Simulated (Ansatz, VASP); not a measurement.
This is a calculation of Ta for Ansatz 0.2.0.

File input.yaml:

```yaml
crystal:
  lattice:
    - [-1.71384034, 1.6638007, 1.605951]
    - [1.69320357, -1.68230212, 1.60381565]
    - [1.68622365, 1.65468543, -1.62445243]
  atoms:
    - { symbol: Ta, position: [0.0, 0.0, 0.0] }
hamiltonian:
  xc: pbe
  pseudopotentials: { kind: paw }
kpoints:
  mp_grid: { grid: [11, 11, 11] }
scf:
  occupations: { method: fermi_dirac, width: 0.05 }
output:
  forces: true
  stress: true
  eigenvalues: true
```

Potentials or basis: Ansatz PAW.

Run with:

```sh
$ ansatz run input.yaml --threads 1 --pin off --max-ram 3584MiB --backend cpu --events-out ev --progress --plain --runs-dir out
```

**Question.** Set up the same calculation for VASP 6.6.1. Potentials there: VASP PAW PBE potentials, release 64 (Ta_pv).

**Answer.** As run (the cutoff follows the program's own potentials):

File INCAR:

```
PREC = Accurate ; ENCUT = 520
EDIFF = 1E-7 ; ISMEAR = -1
SIGMA = 0.05 ; LREAL = F
LASPH = T ; NELM = 60
ALGO = Normal ; ISIF = 2
LWAVE = F ; LCHARG = T
GGA = PE ; LELF = T
LVHAR = T ; NBANDS = 12
```

KPOINTS

```
Automatic mesh
0
Gamma
  11 11 11
```

The input POSCAR:

```
Ta
1.0
   -1.7138403400      1.6638007000      1.6059510000
    1.6932035700     -1.6823021200      1.6038156500
    1.6862236500      1.6546854300     -1.6244524300
Ta
1
Direct
    0.0000000000      0.0000000000      0.0000000000
```

Potentials or basis: VASP PAW PBE potentials, release 64 (Ta_pv).

Launch:

```console
$ cat potpaw_PBE.64/Ta_pv/POTCAR > POTCAR
$ mpirun -np 1 vasp_std > vasp.out
```

Both were run:

|  | VASP | Ansatz | Ansatz less VASP |
| --- | --- | --- | --- |
| gap on the k mesh at the Fermi level (eV) | none | none | - |
| pressure (GPa) | 3.2 | 3.1 | -0.12 |
| largest component of the traceless stress (GPa) | 2.91 | 2.92 | +0.010 |

A gap of «none» marks a metal or a gap that the smearing closes. The functional is the same, so the differences come from potentials, cutoffs and numerics. The two sets of potentials don't hold the same shells in valence.

Spin-orbit coupling is left out, which matters for the levels of Ta.
